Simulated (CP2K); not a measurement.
# Zr (P6_3/mmc) in CP2K: equation of state

How stiff is Zr in PBEsol, and what volume does it want? The cell is scaled to several volumes.

Everything below comes from runs of CP2K 2026.2. Logs are shortened: lines on timing, memory, paths and dates and some standing lists are left out, and cuts for length are marked.

## (1) The crystal as given

It takes space group P6_3/mmc (No. 194, hexagonal). The conventional cell has a = 3.232 Å, b = 3.232 Å, c = 5.147 Å, α = 90.00°, β = 90.00°, γ = 120.00°. Zr (site symmetry -6m2) is surrounded by 12 Zr at 3.18 to 3.23 Å.

## (2) Single point, PBEsol, 23.28 Å³/atom

File zr_eos.inp:

```
&GLOBAL
  PROJECT zr_eos
  RUN_TYPE ENERGY_FORCE
  PRINT_LEVEL LOW
&END GLOBAL
&FORCE_EVAL
  METHOD QS
  STRESS_TENSOR ANALYTICAL
  &DFT
    BASIS_SET_FILE_NAME BASIS_MOLOPT_UZH
    POTENTIAL_FILE_NAME POTENTIAL_UZH
    &MGRID
      CUTOFF 450
      REL_CUTOFF 60
      NGRIDS 5
    &END MGRID
    &QS
      METHOD GPW
      EPS_DEFAULT 1.0E-10
    &END QS
    &KPOINTS
      SCHEME MONKHORST-PACK 9 9 5
      GAMMA_CENTERED T
      SYMMETRY T
      SYMMETRY_BACKEND SPGLIB
    &END KPOINTS
    &SCF
      SCF_GUESS ATOMIC
      EPS_SCF 1.0E-6
      MAX_SCF 100
      ADDED_MOS 16
      CHOLESKY OFF
      EPS_EIGVAL 1.0E-7
      &DIAGONALIZATION ON
        ALGORITHM STANDARD
      &END DIAGONALIZATION
      &MIXING ON
        METHOD BROYDEN_MIXING
        ALPHA 0.4
        BETA 1.5
        NBUFFER 8
      &END MIXING
      &SMEAR ON
        METHOD FERMI_DIRAC
        ELECTRONIC_TEMPERATURE [K] 580.226
      &END SMEAR
    &END SCF
    &XC
      &XC_FUNCTIONAL
        &GGA_X_PBE_SOL
        &END GGA_X_PBE_SOL
        &GGA_C_PBE_SOL
        &END GGA_C_PBE_SOL
      &END XC_FUNCTIONAL
    &END XC
    &PRINT
      &KPOINTS ON
      &END KPOINTS
      &MULLIKEN ON
      &END MULLIKEN
      &MO ON
        ENERGIES T
        OCCUPATION_NUMBERS T
        &EACH
          QS_SCF 0
        &END EACH
        ADD_LAST NUMERIC
      &END MO
    &END PRINT
  &END DFT
  &SUBSYS
    &CELL
      ABC 3.2320000000 3.2320000000 5.1470000000
      ALPHA_BETA_GAMMA 90.0000000000 90.0000000000 120.0000000003
      PERIODIC XYZ
    &END CELL
    &COORD
      SCALED
      Zr  0.6666666667 0.3333333333 0.7500000000
      Zr  0.3333333333 0.6666666667 0.2500000000
    &END COORD
    &KIND Zr
      BASIS_SET TZVP-MOLOPT-PBE-GTH-q12
      POTENTIAL GTH-PBE-q12
    &END KIND
    &PRINT
      &ATOMIC_COORDINATES ON
      &END ATOMIC_COORDINATES
      &CELL ON
      &END CELL
    &END PRINT
  &END SUBSYS
  &PRINT
    &FORCES ON
    &END FORCES
    &STRESS_TENSOR ON
    &END STRESS_TENSOR
  &END PRINT
&END FORCE_EVAL
```

Potentials or basis: POTENTIAL_UZH Zr GTH-PBE-q12; TZVP-MOLOPT-PBE-GTH basis.

Started as:

```
OMP_NUM_THREADS=1 cp2k.psmp -i zr_eos.inp -o zr_eos.out
```

zr_eos.out:

```text

 CP2K| version string:                                       CP2K version 2026.2
 CP2K| Input file name                                                zr_eos.inp

 GLOBAL| Force Environment number                                              1
 GLOBAL| Basis set file name                                    BASIS_MOLOPT_UZH
 GLOBAL| Potential file name                                       POTENTIAL_UZH
 GLOBAL| MM Potential file name                                     MM_POTENTIAL
 GLOBAL| Coordinate file name                                      __STD_INPUT__
 GLOBAL| Method name                                                        CP2K
 GLOBAL| Project name                                                     zr_eos
 GLOBAL| Run type                                                   ENERGY_FORCE
 GLOBAL| FFT library                                                       FFTW3
[... 5 lines left out ...]
 GLOBAL| Global print level                                                  LOW
 GLOBAL| Total number of message passing processes                             1
 GLOBAL| Number of threads for this process                                    1
 GLOBAL| CPU model name                                                  UNKNOWN

 CELL| Volume [angstrom^3]:                                            46.561558
 CELL| Vector a [angstrom]:       3.232     0.000     0.000   |a| =     3.232000
 CELL| Vector b [angstrom]:      -1.616     2.799     0.000   |b| =     3.232000
 CELL| Vector c [angstrom]:       0.000     0.000     5.147   |c| =     5.147000
 CELL| Angle (b,c), alpha [degree]:                                    90.000000
 CELL| Angle (a,c), beta  [degree]:                                    90.000000
 CELL| Angle (a,b), gamma [degree]:                                   120.000000
 CELL| Numerically orthorhombic:                                              NO
 CELL| Periodicity                                                           XYZ

 CELL_REF| Volume [angstrom^3]:                                        46.561558
 CELL_REF| Vector a [angstrom     3.232     0.000     0.000   |a| =     3.232000
 CELL_REF| Vector b [angstrom    -1.616     2.799     0.000   |b| =     3.232000
 CELL_REF| Vector c [angstrom     0.000     0.000     5.147   |c| =     5.147000
 CELL_REF| Angle (b,c), alpha [degree]:                                90.000000
 CELL_REF| Angle (a,c), beta  [degree]:                                90.000000
 CELL_REF| Angle (a,b), gamma [degree]:                               120.000000
 CELL_REF| Numerically orthorhombic:                                          NO
 CELL_REF| Periodicity                                                       XYZ
[... 9 lines left out ...]
 TOTAL NUMBERS AND MAXIMUM NUMBERS

  Total number of            - Atomic kinds:                                   1
                             - Atoms:                                          2
                             - Shell sets:                                     2
                             - Shells:                                        22
                             - Primitive Cartesian functions:                 14
                             - Cartesian basis functions:                     82
                             - Spherical basis functions:                     70

[... 98 lines left out ...]
     1 NoMix/Diag. 0.40E+00    6.8     1.12621308       -93.8669920540 -9.39E+01
     2 Broy./Diag. 0.40E+00    7.0     0.01166990       -94.0782644164 -2.11E-01
     3 Broy./Diag. 0.40E+00    7.0     0.02761964       -93.4851136496  5.93E-01
     4 Broy./Diag. 0.40E+00    6.9     0.00486101       -93.1268930994  3.58E-01
     5 Broy./Diag. 0.40E+00    7.0     0.00209246       -93.1512371165 -2.43E-02
     6 Broy./Diag. 0.40E+00    6.9     0.00049681       -93.1547858342 -3.55E-03
     7 Broy./Diag. 0.40E+00    6.9     0.00014688       -93.1572943607 -2.51E-03
     8 Broy./Diag. 0.40E+00    6.9     0.00005138       -93.1572919281  2.43E-06
     9 Broy./Diag. 0.40E+00    6.8     0.00001670       -93.1572048284  8.71E-05
    10 Broy./Diag. 0.40E+00    6.8     0.00000258       -93.1571907973  1.40E-05
    11 Broy./Diag. 0.40E+00    6.9     0.00000035       -93.1571939555 -3.16E-06

  *** SCF run converged in    11 steps ***

  Electronic density on regular grids:        -23.9999999999        0.0000000001
  Core density on regular grids:               23.9999999982       -0.0000000018
  Total charge density on r-space grids:       -0.0000000018
  Total charge density g-space grids:          -0.0000000018

  Overlap energy of the core charge distribution:               0.00000000000000
  Self energy of the core charge distribution:               -170.34051843113323
  Core Hamiltonian energy:                                     37.84111834166825
  Hartree energy:                                              50.98420063379883
  Exchange-correlation energy:                                -11.64135096956369
  Electronic entropic energy:                                  -0.00064353022468
  Fermi energy:                                                 0.41690954048258

  Total energy:                                               -93.15719395545361
  Total energy (extrapolated to T->0):                        -93.15687219034128

 MO| EIGENVALUES AND OCCUPATION NUMBERS FOR K POINT 1
 MO|
 MO|  Index      Eigenvalue [a.u.]        Eigenvalue [eV]             Occupation
 MO|      1              -1.361359             -37.044466               2.000000
 MO|      2              -1.360810             -37.029535               2.000000
 MO|      3              -0.578193             -15.733437               2.000000
 MO|      4              -0.575942             -15.672189               2.000000
 MO|      5              -0.557705             -15.175930               2.000000
 MO|      6              -0.554275             -15.082580               2.000000
[... 462 lines left out ...]
 MO|     27               1.038887              28.269551               0.000000
 MO|     28               1.114836              30.336233               0.000000
 MO| Sum:                                                              24.014445
 MO| E(Fermi):            0.416910 a.u.         11.344686 eV

 [... the levels of further k-points ...]

 !-----------------------------------------------------------------------------!
                     Mulliken Population Analysis

 #  Atom  Element  Kind  Atomic population                           Net charge
       1     Zr       1         12.000001                             -0.000001
       2     Zr       1         11.999999                              0.000001
 # Total charge                             24.000000                  0.000000

 !-----------------------------------------------------------------------------!

 ENERGY| Total FORCE_EVAL ( QS ) energy [hartree]            -93.157200085410253

 FORCES| Atomic forces [hartree/bohr]
 FORCES|   Atom     x               y               z               |f|
 FORCES|      1 -6.22803367E-09  1.68080822E-08  6.53971138E-10   1.79367697E-08
 FORCES|      2  6.21994988E-09 -1.67724420E-08 -6.48606964E-10   1.79003709E-08
 FORCES| Sum    -8.08378671E-12  3.56401811E-11  5.36417437E-12
 FORCES| Total atomic force                                       3.69370340E-11

 STRESS| Analytical stress tensor [bar]
 STRESS|                        x                   y                   z
 STRESS|      x       -2.76742618554E+04   1.04897109807E-01  -1.49980145911E-03
 STRESS|      y        1.04897109807E-01  -2.76740588957E+04  -8.64874889709E-04
 STRESS|      z       -1.49980145911E-03  -8.64874889709E-04  -1.61438908775E+04
 STRESS| 1/3 Trace                                            -2.38307372096E+04
 STRESS| Determinant                                          -1.23639465851E+13

 STRESS| Eigenvectors and eigenvalues of the analytical stress tensor [bar]
 STRESS|                        1                   2                   3
 STRESS| Eigenvalues  -2.76743063261E+04  -2.76740144250E+04  -1.61438908775E+04
 STRESS|      x           0.920679897315      0.390318493899     -0.000000130075
 STRESS|      y          -0.390318493899      0.920679897315     -0.000000075011
 STRESS|      z           0.000000090479      0.000000119832      1.000000000000
```

Wall time 99 s (1 thread of Arm Neoverse V1, shared host); peak memory 0.41 GiB.

What came out:

```
Free energy            : -2534.9363 eV
Pressure               : -2.4 GPa
Band gap on the k mesh : none (metal or under the smearing width)
```

Caveat: the potentials were made for another functional, which shifts forces and pressure; the basis of atomic orbitals isn't converged, which shifts pressures, moduli and gaps.

## (3) Single point, PBEsol, 22.82 Å³/atom (volume scaled by 0.98)

Edit zr_eos.inp of step 2 so:

```diff
@@ -11,2 +11,3 @@
     POTENTIAL_FILE_NAME POTENTIAL_UZH
+    WFN_RESTART_FILE_NAME previous-RESTART.kp
     &MGRID
@@ -27,3 +28,3 @@
     &SCF
-      SCF_GUESS ATOMIC
+      SCF_GUESS RESTART
       EPS_SCF 1.0E-6
@@ -72,3 +73,3 @@
     &CELL
-      ABC 3.2320000000 3.2320000000 5.1470000000
+      ABC 3.2103080712 3.2103080712 5.1124553350
       ALPHA_BETA_GAMMA 90.0000000000 90.0000000000 120.0000000003
```

Potentials or basis: POTENTIAL_UZH Zr GTH-PBE-q12; TZVP-MOLOPT-PBE-GTH basis.

Started as:

```
OMP_NUM_THREADS=1 cp2k.psmp -i zr_eos.inp -o zr_eos.out
```

Run time: 87 s. Hardware: 1 thread of Arm Neoverse V1, shared host; peak memory 0.41 GiB.

It converged, with:

| Property | Result |
| --- | --- |
| Free energy | -2534.9447 eV |
| Pressure | -0.5 GPa |
| Band gap on the k mesh | none (metal or under the smearing width) |

Caveat: the potentials were made for another functional, which shifts forces and pressure; the basis of atomic orbitals isn't converged, which shifts pressures, moduli and gaps.

## (4) Single point, PBEsol, 23.75 Å³/atom (volume scaled by 1.02)

Edit zr_eos.inp of step 3 so:

```diff
@@ -73,4 +73,4 @@
     &CELL
-      ABC 3.2103080712 3.2103080712 5.1124553350
-      ALPHA_BETA_GAMMA 90.0000000000 90.0000000000 120.0000000003
+      ABC 3.2534045973 3.2534045972 5.1810870861
+      ALPHA_BETA_GAMMA 90.0000000000 90.0000000000 119.9999999997
       PERIODIC XYZ
```

Started as:

```
OMP_NUM_THREADS=1 cp2k.psmp -i zr_eos.inp -o zr_eos.out
```

It took 82 s on 1 thread of Arm Neoverse V1, shared host; peak memory 0.4 GiB.

Results (log left out):

```
Free energy            : -2534.9173 eV
Pressure               : -4.1 GPa
Band gap on the k mesh : none (metal or under the smearing width)
```

Caveat: the potentials were made for another functional, which shifts forces and pressure; the basis of atomic orbitals isn't converged, which shifts pressures, moduli and gaps.

## (5) Single point, PBEsol, 22.35 Å³/atom (volume scaled by 0.96)

Edit zr_eos.inp of step 4 so:

```diff
@@ -73,4 +73,4 @@
     &CELL
-      ABC 3.2534045973 3.2534045972 5.1810870861
-      ALPHA_BETA_GAMMA 90.0000000000 90.0000000000 119.9999999997
+      ABC 3.1883189697 3.1883189697 5.0774374186
+      ALPHA_BETA_GAMMA 90.0000000000 90.0000000000 119.9999999995
       PERIODIC XYZ
```

Started as:

```
OMP_NUM_THREADS=1 cp2k.psmp -i zr_eos.inp -o zr_eos.out
```

Run time: 97 s. Hardware: 1 thread of Arm Neoverse V1, shared host; peak memory 0.41 GiB.

The run converged. Its results:

| Item | Value |
| --- | --- |
| Free energy | -2534.9416 eV |
| Pressure | 1.6 GPa |
| Band gap on the k mesh | none (metal or under the smearing width) |

Caveat: the potentials were made for another functional, which shifts forces and pressure; the basis of atomic orbitals isn't converged, which shifts pressures, moduli and gaps.

## (6) Single point, PBEsol, 24.21 Å³/atom (volume scaled by 1.04)

Edit zr_eos.inp of step 5 so:

```diff
@@ -73,4 +73,4 @@
     &CELL
-      ABC 3.1883189697 3.1883189697 5.0774374186
-      ALPHA_BETA_GAMMA 90.0000000000 90.0000000000 119.9999999995
+      ABC 3.2745311931 3.2745311931 5.2147314515
+      ALPHA_BETA_GAMMA 90.0000000000 90.0000000000 120.0000000008
       PERIODIC XYZ
```

Potentials or basis: POTENTIAL_UZH Zr GTH-PBE-q12; TZVP-MOLOPT-PBE-GTH basis.

Started as:

```
OMP_NUM_THREADS=1 cp2k.psmp -i zr_eos.inp -o zr_eos.out
```

Run time: 88 s. Hardware: 1 thread of Arm Neoverse V1, shared host; peak memory 0.39 GiB.

It converged, with:

- Free energy: -2534.8886 eV
- Pressure: -5.7 GPa
- Band gap on the k mesh: none (metal or under the smearing width)

Caveat: the potentials were made for another functional, which shifts forces and pressure; the basis of atomic orbitals isn't converged, which shifts pressures, moduli and gaps.

(Part 1 of 2 ends here.)
